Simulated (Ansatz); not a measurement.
Take InN in the zinc blende structure (space group F-43m, No. 216; a = 4.987 Å) as the base. Axes: x, y, z lie along the cube axes.

Method: PBEsol in Ansatz (plane waves to 420 eV, PAW, spin-orbit coupling left out).

Free-standing slabs (2 atom(s) a layer) normal to [110] with 15 Å of vacuum; in-plane cell held at bulk.

One change was made to it. Results:

```csv
quantity,base,after
band gap,zero,0.63 eV
excess energy per area of both faces (slab less bulk energy over the cell's area: twice a surface energy) (uncertain by up to 0.05 J/m²),–,2.99 J/m²
gap character,–,"indirect, U → Γ"
shortest interatomic distance,215.9 pm,205.9 pm
```

Name the change that was made.
A) 5 layers
B) 7 layers
C) 2 layers
D) 6 layers
E) 3 layers

E, 3 layers. For comparison, the band gap in the other runs: 2 layers gives 1.17 eV; 6 layers gives 0.43 eV; 7 layers gives 0.34 eV; 5 layers gives 0.46 eV.

Slab and bulk use different k-meshes, which limits the precision of the excess energy. Stability against distortions was not tested. The final runs are not spin-polarised. This is not the structure that InN has at room temperature and ambient pressure. A zero or small gap of InN can be the functional's error rather than a property of the material. Labels are those of the standard path for the cell's own space group.

Ansatz is an electronic-structure program.
